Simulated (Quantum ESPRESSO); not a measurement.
Crystal: Al.

```
Al
1.0
     0.00000    2.02481    2.02481
     2.02481    0.00000    2.02481
     2.02481    2.02481    0.00000
Al
1
Direct
  0.00000 0.00000 0.00000
```

```yaml
Program: Quantum ESPRESSO 7.5
Task: single point
Functional: PBEsol
Potentials_or_basis: GBRV 1.5 PBEsol
Cutoff: 612 eV
Density_cutoff: 4898 eV
k_mesh: 11 × 11 × 11
Occupations: fermi-dirac, width 0.05 eV
Spin: no spin polarisation
```

On this cell: pressure -2.0 GPa; band gap on the k mesh none (metal or under the smearing width).

The same run follows on a disturbed copy (cell strained at random at fixed volume):

```xyz
1
Lattice="0.0479 1.9691 2.0269 2.0433 -0.0084 2.0831 2.0406 2.0227 -0.0057" Properties=species:S:1:pos:R:3 pbc="T T T"
Al    0.0167    0.0547   -0.0153
```

What does the disturbed cell give?

The energy (extrapolated to zero smearing) moves by +4.6 meV/atom; pressure -1.8 GPa; band gap on the k mesh none (metal or under the smearing width).

Stress tensor (GPa, compression positive):
```
-0.94 -0.71 -1.15
-0.71 -1.02  1.51
-1.15  1.51 -3.44
```
